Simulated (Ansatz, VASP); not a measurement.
# CuI (Marshite) in two plane-wave programs

Aim: how closely do two programs agree when they are given the same cell, functional and k mesh? The cell is taken from a series of VASP runs on this material, whose earlier steps may have relaxed, scaled or displaced it; both programs get it as it stands. Other levels of theory on this material are compared in a session of their own.

Main program and level: Ansatz 0.2.0; plane waves, with VASP 6.6.1 beside it; band structure at LDA, spin-orbit coupling.

## 1. Set-up

It takes space group F-43m (No. 216, cubic). Conventional cell: a = 6.063 Å, b = 6.063 Å, c = 6.063 Å, α = 90.00°, β = 90.00°, γ = 90.00°. Nearest to I lie 4 Cu at 2.63 Å. Cu has 4 I at 2.63 Å nearest. Farther neighbours and most contacts between anions are not listed.

## 2. Ansatz: band structure, LDA, spin-orbit coupling

Ansatz runs on its fully relativistic PAW (standard-fr) files.

Levels along a path test the potential and the projectors away from the mesh points.

The input, input.yaml:

```yaml
crystal:
  lattice:
    - [0.0, 3.0315, 3.0315]
    - [3.0315, 0.0, 3.0315]
    - [3.0315, 3.0315, 0.0]
  atoms:
    - { symbol: I, position: [0.0, 0.0, 0.0] }
    - { symbol: Cu, position: [0.75, 0.75, 0.75] }
hamiltonian:
  xc: lda
  pseudopotentials: { kind: paw_fr }
magnetization:
  noncollinear: true
  spin_orbit: true
kpoints:
  mp_grid: { grid: [6, 6, 6] }
  band_path:
    path:
      - [0.0, 0.0, 0.0]
      - [0.16667, 0.0, 0.16667]
      - [0.33333, 0.0, 0.33333]
      - [0.5, 0.0, 0.5]
      - [0.5, 0.08333, 0.58333]
      - [0.5, 0.19444, 0.69444]
      - [0.5, 0.25, 0.75]
      - [0.45833, 0.29167, 0.75]
      - [0.40278, 0.34722, 0.75]
      - [0.375, 0.375, 0.75]
      - [0.20833, 0.20833, 0.41667]
      - [0.08333, 0.08333, 0.16667]
      - [0.0, 0.0, 0.0]
      - [0.22222, 0.22222, 0.22222]
      - [0.38889, 0.38889, 0.38889]
      - [0.51389, 0.47222, 0.51389]
      - [0.55556, 0.38889, 0.55556]
      - [0.61111, 0.27778, 0.61111]
      - [0.61111, 0.25, 0.63889]
      - [0.56944, 0.25, 0.68056]
      - [0.51389, 0.25, 0.73611]
      - [0.5, 0.27778, 0.72222]
      - [0.5, 0.38889, 0.61111]
      - [0.5, 0.47222, 0.52778]
      - [0.48611, 0.48611, 0.52778]
      - [0.43056, 0.43056, 0.63889]
      - [0.38889, 0.38889, 0.72222]
      - [0.59722, 0.19444, 0.59722]
      - [0.55556, 0.11111, 0.55556]
      - [0.5, 0.0, 0.5]
    npoints: 1
scf:
  occupations: { method: gaussian, width: 0.03 }
  n_extra_bands: 14
output:
  forces: true
  stress: true
  eigenvalues: true
```

Run with:

```bash
$ ansatz run input.yaml --threads 2 --pin off --max-ram 4608MiB --backend cpu --events-out ev --progress --plain --runs-dir out
```

Numbers of over 12 decimals in the logs are rounded to 6 here.

The log of the run:

```text
scf.n_extra_bands = 14 over 36 filled bands (N_el = 36.0): the run solves 50 bands
Engine: ansatz 0.2.0, x86_64-unknown-linux-gnu
Pseudopotentials: kind: paw_fr
Pseudopotential: I, paw_fr, valence charge 17, recommended cutoff 420 eV (normal), I.paw.azcp#standard-fr
Pseudopotential: Cu, paw_fr, valence charge 19, recommended cutoff 420 eV (normal), Cu.paw.azcp#standard-fr
Functional definition: SPW92
  exchange = slater_x
  correlation = pw_c
non-collinear run that drives no moment, with spin-orbit: no starting moment large enough to seed its density (crystal.atoms[].spin), no starting occupations that ask for one, no magnetisation constraint and no magnetic field, so the semilocal B_xc is pinned to zero
Crystal: 2 atoms, lattice volume = 55.719 Å³
Basis set: ecut = 420 eV, 1067 PW (Γ)
Bands: 50, of which v1, the nominal top of the filled ones, is band 36 counted from 1 (35 counted from 0)
Symmetry: 24 space group operations + 24 with time reversal
Magnetic group: BNS 216.75 (UNI 1577), of the structure as read, at distance tolerance 3.8e-5 Å
k-points: 16 of 216 (time reversal used)
Projection manifold: j_resolved (fully-relativistic pseudo-atomic orbitals)
Non-local potential: I, projectors of the file, l = 0: 2, l = 1: 4, l = 2: 4, l = 3: 4
Non-local potential: Cu, projectors of the file, l = 0: 3, l = 1: 4, l = 2: 6, l = 3: 2
PAW form: soft (Blöchl's): semilocal exchange-correlation on the pseudo side does not see the compensation charge
PAW frozen core: I, regenerated for the run's functional, and the local potential with it (the file was generated under x = pbe(κ = 0.804, μ = 0.219515), c = pbe(β = 0.066725))
PAW frozen core: Cu, regenerated for the run's functional, and the local potential with it (the file was generated under x = pbe(κ = 0.804, μ = 0.219515), c = pbe(β = 0.066725))
PAW one-centre angular grid: I, 590 points (default); XC on 64 Gauss nodes
PAW one-centre angular grid: Cu, 590 points (default); XC on 64 Gauss nodes
Initial density: superposition of atomic densities (chi_scale 0.1, normalization cell, long waves kept (reshape's long-wave potential 0.00 eV rms))
Initial wavefunctions: pseudopotential atomic-orbital guess
Functional: x = slater, c = lda
SCF iter   1: F=—  HF=-13915.906793 eV  |F-HF|=—  |Δ(HF+E_count)|=         —  Δρ=6.91e-2  dr2=3.09e0  dr2_m=0.00e0 (ungated)  ethr=3.10e-3  |M|=0.00e0 ∫|m|=0.00e0 μB  |m|>n=0.0e0 m-floor=0.0e0 τ_xc=0.0e0  β_m=0.30  ⟨swp⟩=9.6  Hψ=4504  notcnv=0  defer=29
preconditioner: auto → none  [insulator: Δε(μ)=1.019 eV  Ē_g=12.161 eV  σ=0.030 eV  W_gap=1.00  n_scr=14 (ndim 8)  ℏωp=21.1 eV  f_vac=0.154  D(μ)=0.00/eV (n_scr^D=0)  ε∞_Penn≈4.0]
SCF iter   2: F=—  HF=-13915.082133 eV  |F-HF|=—  |Δ(HF+E_count)|=   8.25e-1  Δρ=3.89e-2  dr2=4.35e-1  dr2_m=0.00e0 (ungated)  ethr=3.10e-3  |M|=0.00e0 ∫|m|=0.00e0 μB  |m|>n=0.0e0 m-floor=0.0e0 τ_xc=0.0e0  β_m=0.28  ⟨swp⟩=3.9  Hψ=1714  notcnv=0  defer=126
SCF iter   3: F=—  HF=-13914.970247 eV  |F-HF|=—  |Δ(HF+E_count)|=   1.12e-1  Δρ=1.05e-2  dr2=9.05e-2  dr2_m=0.00e0 (ungated)  ethr=1.21e-3  |M|=0.00e0 ∫|m|=0.00e0 μB  |m|>n=0.0e0 m-floor=0.0e0 τ_xc=0.0e0  β_m=0.35  ⟨swp⟩=2.0  Hψ=1238  notcnv=0  defer=126
SCF iter   4: F=—  HF=-13914.962393 eV  |F-HF|=—  |Δ(HF+E_count)|=   7.85e-3  Δρ=8.15e-3  dr2=1.80e-2  dr2_m=0.00e0 (ungated)  ethr=2.51e-4  |M|=0.00e0 ∫|m|=0.00e0 μB  |m|>n=0.0e0 m-floor=0.0e0 τ_xc=0.0e0  β_m=0.65  ⟨swp⟩=3.0  Hψ=1152  notcnv=0  defer=126
SCF iter   5: F=—  HF=-13914.974447 eV  |F-HF|=—  |Δ(HF+E_count)|=   1.21e-2  Δρ=1.47e-3  dr2=8.79e-4  dr2_m=0.00e0 (ungated)  ethr=5.00e-5  |M|=0.00e0 ∫|m|=0.00e0 μB  |m|>n=0.0e0 m-floor=0.0e0 τ_xc=0.0e0  β_m=0.63  ⟨swp⟩=2.0  Hψ=1314  notcnv=0  defer=126
SCF iter   6: F=—  HF=-13914.974476 eV  |F-HF|=—  |Δ(HF+E_count)|=   2.87e-5  Δρ=9.83e-4  dr2=5.04e-4  dr2_m=0.00e0 (ungated)  ethr=2.44e-6  |M|=0.00e0 ∫|m|=0.00e0 μB  |m|>n=0.0e0 m-floor=0.0e0 τ_xc=0.0e0  β_m=0.78  ⟨swp⟩=2.0  Hψ=1310  notcnv=0  defer=126
SCF iter   7: F=—  HF=-13914.974368 eV  |F-HF|=—  |Δ(HF+E_count)|=   1.08e-4  Δρ=5.93e-5  dr2=8.84e-7  dr2_m=0.00e0 (ungated)  ethr=1.40e-6  |M|=0.00e0 ∫|m|=0.00e0 μB  |m|>n=0.0e0 m-floor=0.0e0 τ_xc=0.0e0  β_m=0.79  ⟨swp⟩=2.0  Hψ=840  notcnv=0  defer=126
SCF iter   8: F=—  HF=-13914.974366 eV  |F-HF|=—  |Δ(HF+E_count)|=   1.43e-6  Δρ=4.63e-5  dr2=9.60e-7  dr2_m=0.00e0 (ungated)  ethr=2.78e-10  |M|=0.00e0 ∫|m|=0.00e0 μB  |m|>n=0.0e0 m-floor=0.0e0 τ_xc=0.0e0  β_m=0.69  ⟨swp⟩=14.4  Hψ=4738  notcnv=0
SCF iter   9: F=-13914.974366 eV  HF=-13914.974366 eV  |F-HF|=5.79e-9  |Δ(HF+E_count)|=   2.01e-7  Δρ=3.75e-6  dr2=7.05e-9  dr2_m=0.00e0 (ungated)  ethr=2.78e-10  |M|=0.00e0 ∫|m|=0.00e0 μB  |m|>n=0.0e0 m-floor=0.0e0 τ_xc=0.0e0  ⟨swp⟩=4.4  Hψ=2953  notcnv=0
SCF 1 converged in 9 iterations: F = -13914.974366 eV  dr2 = 7.05e-9
  greatest PAW one-centre occupation: 1.000 electrons in one spin orbital (limit 2), on the Cu atom at site 1 (counted from 0), in its partial waves of l = 0
NSCF: frozen V_eff on 30 k-points
SCF converged after 9 iterations
Magnetization: |M| = 0.0000 μB,  M = (+0.0000, +0.0000, +0.0000) μB
Absolute magnetization: 0.0000 μB (∫|m|)
  site 0: m = (+0.0000, +0.0000, +0.0000) μB, |m| = 0.0000 μB  (R = 1.08 Å)
  site 1: m = (+0.0000, +0.0000, +0.0000) μB, |m| = 0.0000 μB  (R = 1.08 Å)
Free energy (F): -13914.974366 eV
Harris-Foulkes:  -13914.974366 eV  (|F-HF|=5.79e-9)
Internal energy: -13914.974366 eV  (E = F + TS)
E sigma→0 (E₀):  -13914.974366 eV
Fermi energy:    8.333080 eV
--- Per-component energies (eV) ---
  E_band       = -876.204854
  E_kinetic    = 491.094101
  E_local      = -7631.061281  (includes V_loc(G=0)·N_el)
  E_nonlocal   = 322.508834
  E_hartree    = 3538.693751
  E_xc         = -214.165962
  E_vxc        = -241.274658  (∫ρ·V_xc dr)
  E_paw        = -6269.153151  (= ΣΔE_a)
  E_vpaw       = -894.864050  (= ΣTr[D̂ρ^β])
  E_aug_tail   = 0.000298  (compensation charges beyond the density's cutoff)
  E_ewald      = -4154.131452
  E_core_change = 1.240498  (= ΣΔE_core)
  E_smearing   = -0.000000  (= −TS)
  E_closure    = 0.000000  (closes the sum)
  Σ components = -13914.974366   (vs F -13914.974366, Δ=0.00e0)
--- Forces (eV/Å), atoms counted from 1 ---
  atom   1  I     -0.00000000     0.00000000     0.00000000
  atom   2  Cu     0.00000000     0.00000000     0.00000000
  max |Σ_I F_I| component: 1.94e-17 eV/Å
--- Stress (GPa, compression-positive) ---
       -4.327610      -0.000000      -0.000000
        0.000000      -4.327610       0.000000
       -0.000000       0.000000      -4.327610
  P = ⅓ Tr σ = -4.3276 GPa (-43.276 kbar)
--- Band table (eV; the first three rows and the last of 16) ---
  k-point 0: bands = [... 32 lower, 7.9480, 7.9480, 7.9480, 7.9480, 8.7173, 8.7173, 12.5912, 12.5912, ... 10 higher]
  k-point 1: bands = [... 32 lower, 7.4595, 7.4595, 7.7006, 7.7510, 9.7049, 9.7049, 12.5878, 12.5878, ... 10 higher]
  k-point 2: bands = [... 32 lower, 7.1366, 7.1366, 7.2994, 7.3609, 9.8971, 9.8971, 13.2214, 13.2214, ... 10 higher]
  k-point 15: bands = [... 32 lower, 6.1445, 6.1636, 6.4181, 6.5019, 11.4196, 11.5576, 11.6286, 11.7422, ... 10 higher]
```

Elapsed: 6.1 s, on 2 threads of Intel Xeon 6975P-C (Granite Rapids), shared host; peak memory 0.58 GiB; 12 s of CPU time.

The column dr2 measures how far the density is from self-consistency, as an energy; F and HF (Harris–Foulkes) agree once it is small.

## 3. VASP: band structure, LDA, spin-orbit coupling

The same cell, functional (in two slightly different forms), mesh and smearing now go to VASP, with its own data sets and cutoff.

Lines of VASP's logs that name or quote its potential files are left out, and so is its time.

The input, INCAR:

```
SYSTEM = CuI
PREC = Accurate
ENCUT = 350
EDIFF = 1E-06
NELM = 100
ISMEAR = 0
SIGMA = 0.03
LREAL = .FALSE.
ALGO = Normal
GGA = CA
LNONCOLLINEAR = .TRUE.
MAGMOM = 0 0 0 0 0 0
NBANDS = 30
GGA_COMPAT = .FALSE.
LASPH = .TRUE.
LSORBIT = .TRUE.
LMAXMIX = 4
LORBIT = 11
LWAVE = .FALSE.
LCHARG = .FALSE.
KPAR = 4
```

The input, POSCAR:

```
CuI
1.0
    0.0000000000      3.0315000000      3.0315000000
    3.0315000000      0.0000000000      3.0315000000
    3.0315000000      3.0315000000      0.0000000000
I Cu
1 1
Direct
    0.0000000000      0.0000000000      0.0000000000
    0.7500000000      0.7500000000      0.7500000000
```

The input, KPOINTS:

```
Automatic mesh
0
Gamma
6 6 6
0 0 0
```

The input, KPOINTS_OPT:

```
Line mode
10
Line-mode
Reciprocal
  0.00000000   0.00000000   0.00000000 GAMMA
  0.50000000   0.00000000   0.50000000 X

  0.50000000   0.00000000   0.50000000 X
  0.50000000   0.25000000   0.75000000 W

  0.50000000   0.25000000   0.75000000 W
  0.37500000   0.37500000   0.75000000 K

  0.37500000   0.37500000   0.75000000 K
  0.00000000   0.00000000   0.00000000 GAMMA

  0.00000000   0.00000000   0.00000000 GAMMA
  0.50000000   0.50000000   0.50000000 L

  0.50000000   0.50000000   0.50000000 L
  0.62500000   0.25000000   0.62500000 U

  0.62500000   0.25000000   0.62500000 U
  0.50000000   0.25000000   0.75000000 W

  0.50000000   0.25000000   0.75000000 W
  0.50000000   0.50000000   0.50000000 L

  0.50000000   0.50000000   0.50000000 L
  0.37500000   0.37500000   0.75000000 K

  0.62500000   0.25000000   0.62500000 U
  0.50000000   0.00000000   0.50000000 X
```

The projector-augmented-wave data sets are I and Cu (LDA family, release 64).

Run with:

```bash
$ mpirun -np 4 vasp_ncl
```

The log of the run:

```text
[banner, memory and clock lines left out]
running    4 mpi-ranks, on    1 nodes
 distrk:  each k-point on    1 cores,    4 groups
 distr:  one band on    1 cores,    1 groups

 POSCAR found type information on POSCAR I Cu
 POSCAR found :  2 types and       2 ions
 LDA part: xc-table for (Slater(with rela. corr.)+CA(PZ))
 , standard interpolation
 POSCAR, INCAR and KPOINTS ok, starting setup
 FFT: planning ... GRIDC
 FFT: planning ... GRID_SOFT
 FFT: planning ... GRID
 WAVECAR not read
 entering main loop
       N       E                     dE             d eps       ncg     rms          rms(c)
DAV:   1     0.117411089552E+03    0.11741E+03   -0.55139E+03  1320   0.946E+02
DAV:   2     0.277413328536E+01   -0.11464E+03   -0.10580E+03  1368   0.242E+02
DAV:   3    -0.687220811221E+01   -0.96463E+01   -0.94176E+01  1746   0.891E+01
DAV:   4    -0.730522277224E+01   -0.43301E+00   -0.43228E+00  1840   0.176E+01
DAV:   5    -0.731725024034E+01   -0.12027E-01   -0.12027E-01  1858   0.270E+00    0.666E+00
DAV:   6    -0.722417205152E+01    0.93078E-01   -0.31402E+00  1570   0.503E+01    0.415E+00
DAV:   7    -0.706159872906E+01    0.16257E+00   -0.77991E-01  1610   0.311E+01    0.236E+00
DAV:   8    -0.706283866745E+01   -0.12399E-02   -0.66433E-02  2154   0.426E+00    0.105E+00
DAV:   9    -0.705835386015E+01    0.44848E-02   -0.96935E-03  1816   0.291E+00    0.393E-01
DAV:  10    -0.705769104126E+01    0.66282E-03   -0.15988E-03  2100   0.932E-01    0.294E-01
DAV:  11    -0.705756637145E+01    0.12467E-03   -0.46907E-04  2146   0.387E-01    0.788E-02
DAV:  12    -0.705751241743E+01    0.53954E-04   -0.35907E-04  1616   0.637E-01    0.287E-02
DAV:  13    -0.705751177934E+01    0.63808E-06   -0.51094E-05  2094   0.138E-01    0.386E-02
DAV:  14    -0.705751125789E+01    0.52145E-06   -0.13194E-06  1464   0.127E-02
   1 F= -.70575113E+01 E0= -.70575113E+01  d E =-.442412E-15  mag=     0.0000     0.0000     0.0000
 Start KPOINTS_OPT (optional k-point list driver)
k-point batch [1-22\100]
       N       E                     dE             ncg
DAV:   1     0.292559577626E+04   -0.50392E+04     1320
DAV:   2     0.406184954604E+03   -0.25194E+04     1338
DAV:   3     0.172459236858E+03   -0.23373E+03     1760
DAV:   4     0.161478043635E+03   -0.10981E+02     1852
DAV:   5     0.161059583799E+03   -0.41846E+00     1896
DAV:   6     0.161051923953E+03   -0.76598E-02     1876
DAV:   7     0.161051785923E+03   -0.13803E-03     1866
DAV:   8     0.161051783304E+03   -0.26198E-05     1640
DAV:   9     0.161051783226E+03   -0.77705E-07     1092
[...]
k-point batch [89-100\100]
       N       E                     dE             ncg
DAV:   1     0.574810904102E+04   -0.42975E+04      720
DAV:   2     0.440647486262E+04   -0.13416E+04      750
DAV:   3     0.429220874442E+04   -0.11427E+03      944
DAV:   4     0.428699533057E+04   -0.52134E+01     1082
DAV:   5     0.428686923377E+04   -0.12610E+00      984
DAV:   6     0.428686563060E+04   -0.36032E-02     1058
DAV:   7     0.428686559036E+04   -0.40246E-04      946
DAV:   8     0.428686558914E+04   -0.12200E-05      930
DAV:   9     0.428686558910E+04   -0.37739E-07      586
```

[end of part 1 of 2]

[Lines on the potential files, build, host, timing and source positions are cut from VASP's logs without a mark.]

[Logs are printed without paths, hosts, clocks, repeated set-up lines and the standing remarks that a program may print on its own settings, such as how far it seeks lower states.]

[Hosts, paths, dates, database ids (printed as entryN), source tags and the programs' standing remarks are cut or masked in the printed files.]
